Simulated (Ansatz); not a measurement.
## Carrier properties of LaAlO₃ under load (space group Pm-3m)

Here is the system:

```yaml
crystal:
  lattice:
    - [3.74293, 0.00000, 0.00000]
    - [0.00000, 3.74293, 0.00000]
    - [0.00000, 0.00000, 3.74293]
  atoms:
    - { symbol: La, position: [0.50000, 0.50000, 0.50000] }
    - { symbol: Al, position: [0.00000, 0.00000, 0.00000] }
    - { symbol: O, position: [0.00000, 0.50000, 0.00000] }
    - { symbol: O, position: [0.50000, 0.00000, 0.00000] }
    - { symbol: O, position: [0.00000, 0.00000, 0.50000] }
```

Level of theory: PBEsol with spin-orbit coupling, rigid bands (plane waves, PAW; Ansatz, a program for electronic structure). Condition of this run: hydrostatic pressure 5 GPa (the target of the relaxation). How the cell was made: cell and atoms relaxed with PBEsol, then loaded as said.

```yaml
band_gap: 3.48 eV
electron conductivity mass (300 K, dilute): 0.55 mₑ
hole conductivity mass (300 K, dilute): 1.57 mₑ
effective density of states N_c (300 K): 2.0e19 cm⁻³
effective density of states N_v (300 K): 5.3e20 cm⁻³
density_of_states_mass_electrons: 0.86 mₑ
density_of_states_mass_holes: 7.7 mₑ
Seebeck coefficient, n-type 1e19 cm⁻³, 300 K: -277 μV/K
best n-type power factor at 300 K for τ = 10 fs (best axis; densities from 1e16 to 1e21 cm⁻³ tried, whether or not they can be reached): 5.8 μW/(cm·K²) at 1e20 cm⁻³
Seebeck coefficient, p-type 1e19 cm⁻³, 300 K: 565 μV/K
```

Rigid bands; masses and Seebeck coefficients take one relaxation time τ for all states and one kind of carrier; polarons and phonon drag are left out.

LaAlO3 under load (space group Pm-3m): a high-temperature phase held by its symmetry.
